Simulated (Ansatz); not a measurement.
# NiAs-type BaTe

Method: PBEsol, scalar-relativistic; no spin polarisation; PAW, 420 eV, Γ-centred 8×8×4 mesh, 0.05 eV Gaussian smearing; code Ansatz. The datasets are Ansatz's generated set soft_2.

```xyz
4
Lattice="4.8089 0.0000 0.0000 -2.4045 4.1646 0.0000 0.0000 0.0000 8.4591" Properties=species:S:1:pos:R:3 pbc="T T T"
Ba    0.0000    0.0000    0.0000
Ba    0.0000    0.0000    4.2296
Te    0.0000    2.7764    2.1148
Te    2.4045    1.3882    6.3443
```

This is a trial structure: the heavier alkaline earths' oxides and chalcogenides take the rock-salt structure.

The cell has space group P6_3/mmc (read at 0.01 Å). In it the stress is 0.00, 0.00, 0.01, 0.00, 0.00, 0.00 GPa and the largest force component 0.000 eV/Å. Each change below starts from this cell, without further relaxation. Stress is in GPa, positive in compression, in the order xx, yy, zz, yz, xz, xy; energies are counted from the cell above.

Q: What happens when atom 2 (Ba) is moved by 0.02 Å along y?

A: The energy changes by 0.3 meV per cell, and the force on it along the shift is -0.0347 eV/Å (−F/u = 1.74 eV/Å²). Stress: 0.00, 0.00, 0.01, 0.00, 0.00, 0.00.
| atom | Fx (eV/Å) | Fy | Fz |
| --- | --- | --- | --- |
| Ba1 | 0.000 | -0.003 | 0.000 |
| Ba2 | 0.000 | -0.035 | 0.000 |
| Te3 | 0.000 | 0.019 | -0.001 |
| Te4 | 0.000 | 0.018 | 0.001 |

Q: A single strain component, atoms carried along, gave the stress 0.00, 0.00, 0.01, 0.00, 0.21, 0.00. Which component, and about how large?

A: An engineering strain of -1 % in xz; the energy changes by 1.1 meV per cell.

 Scalar-relativistic only: spin–orbit splittings of the heavy atoms' levels are missing.
